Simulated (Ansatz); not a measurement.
CsBr:
```cif
data_BrCs
_chemical_formula_sum 'Cs1 Br1'
_space_group_name_H-M_alt 'Pm-3m'
_space_group_IT_number 221
_space_group_name_Hall '-P 4 2 3'
_cell_length_a 4.13963
_cell_length_b 4.13963
_cell_length_c 4.13963
_cell_angle_alpha 90.000
_cell_angle_beta 90.000
_cell_angle_gamma 90.000
loop_
_atom_site_label
_atom_site_type_symbol
_atom_site_symmetry_multiplicity
_atom_site_Wyckoff_symbol
_atom_site_fract_x
_atom_site_fract_y
_atom_site_fract_z
_atom_site_occupancy
Cs1 Cs 1 a 0.00000 0.00000 0.00000 1
Br1 Br 1 b 0.50000 0.50000 0.50000 1
```

Relaxed with LDA.

### Question
Decompose the optical modes at the zone centre into irreducible representations, and say which are infrared and Raman allowed.

### Answer
Point group m-3m: Γ_opt = T1u. Infrared: T1u. Raman: none.

### Question
Assign frequencies (DFPT, LDA (plane waves, PAW; program Ansatz); without the LO–TO term).

### Answer
T1u 82 cm⁻¹.

The cell was relaxed with LDA under the symmetry of its start; phonons on a q-mesh show no instability. Spin–orbit coupling is left out wherever it is not named.

Potentials: the later of the program's two PAW sets.
